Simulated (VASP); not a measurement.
**SrO: single point with PBEsol**

Crystal: SrO.

```
Sr O
1.0
     0.00000    2.41827    2.90193
     2.41827    0.00000    2.90193
     2.41827    2.41827    0.00000
Sr O
1 1
Direct
  0.00000 0.00000 0.00000
  0.50000 0.50000 0.50000
```

Measurements of this composition are mostly on another form, of space group No. 225.

```
Program             : VASP 6.6.1
Task                : single point
Functional          : PBEsol
Potentials or basis : VASP PAW PBE potentials, release 64 (Sr_sv, O)
Cutoff              : 520 eV
k mesh              : 8 × 8 × 8
Occupations         : gaussian, width 0.05 eV
Spin                : no spin polarisation
```

The pressure is 6.3 GPa and the band gap on the k mesh is 2.88 eV, indirect (least direct gap 2.88 eV).

Stress tensor (GPa, compression positive):
```
13.26  0.00  0.00
 0.00 13.26  0.00
 0.00  0.00 -7.74
```

Levels at points of the mesh, in eV from the valence-band top:
```
           k point  band 5  band 6  band 7  band 8  band 9  band 10  band 11  band 12
(0.00, 0.00, 0.00)  -13.98   -0.57   -0.04   -0.04    2.88     5.10     6.62     6.62
(0.50, 0.00, 0.00)  -12.47   -2.51   -1.56   -1.55    6.10     7.77     8.77     9.00
(0.50, 0.50, 0.00)  -14.18   -1.25   -0.08   -0.08    3.33     7.87     9.17    10.27
(0.50, 0.00, 0.50)  -14.40   -0.72   -0.22    0.00    2.88     7.24     9.47     9.93
```

Wall time 40 s on 1 thread of Intel(R) Xeon(R) Platinum 8488C (Sapphire Rapids) (shared host), peak memory 0.17 GiB.

Caveat: the PAW data sets were made with another functional, which shifts forces and pressure a little. A k mesh can miss the band edges.
